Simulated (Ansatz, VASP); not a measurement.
Pd in VASP and in Ansatz

```
Pd
1.0
     2.57031    0.00000    0.00000
     0.00000    2.57031    0.00000
     0.00000    0.00000    2.57031
Pd
1
Direct
  0.00000 0.00000 0.00000
```

Change from the starting cell: volume scaled by 0.95, LAPW.

Alike in both runs: task single point; functional PBE; k mesh 15 × 15 × 15; occupations fermi-dirac, width 0.08 eV; no spin polarisation.

|  | VASP | Ansatz |
| --- | --- | --- |
| version | VASP 6.6.1 | Ansatz 0.2.0 |
| potentials or method | VASP PAW PBE potentials, release 64 (Pd), cutoff 520 eV | all-electron LAPW, scalar-relativistic |

|  | VASP | Ansatz | Ansatz less VASP |
| --- | --- | --- | --- |
| pressure (GPa) | 6.7 | 7.0 | +0.37 |

Ansatz ran all-electron here, so the differences hold the error of VASP's frozen core and of both bases.
